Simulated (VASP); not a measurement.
A run of VASP 6.6.1 is set up as follows.

INCAR

```
SYSTEM = HgSe
PREC = Accurate ; ENCUT = 600
EDIFF = 1E-6 ; ISMEAR = -1
SIGMA = 0.05 ; LREAL = .FALSE.
LASPH = .TRUE. ; NELM = 80
ALGO = Normal ; ISIF = 3
LWAVE = .FALSE. ; LCHARG = .FALSE.
IBRION = 2 ; NSW = 60
EDIFFG = -0.02
```

File KPOINTS:

```
regular mesh
0
G
  8 8 8
  0 0 0
```

File POSCAR:

```
HgSe
1.0
    0.0000000000      3.0390000000      3.0390000000
    3.0390000000      0.0000000000      3.0390000000
    3.0390000000      3.0390000000      0.0000000000
Hg Se
1 1
Direct
    0.0000000000      0.0000000000      0.0000000000
    0.7500000000      0.7500000000      0.7500000000
```

Potentials or basis: VASP PAW LDA potentials, release 64 (Hg, Se).

Run with:

```sh
$ cat potpaw_LDA.64/Hg/POTCAR potpaw_LDA.64/Se/POTCAR > POTCAR
$ mpirun -np 1 vasp_std > vasp.out
```

Q: Estimate the band gap on the k mesh.

A: None (metal or under the smearing width).

Final structure:
```
Hg Se
1.0
     0.00000    3.03900    3.03900
     3.03900    0.00000    3.03900
     3.03900    3.03900    0.00000
Hg Se
1 1
Direct
  0.00000 0.00000 0.00000
  0.75000 0.75000 0.75000
```

Caveat: the relaxation stopped at its first step, so nothing moved. Spin-orbit coupling is left out, which matters for the levels of Hg.
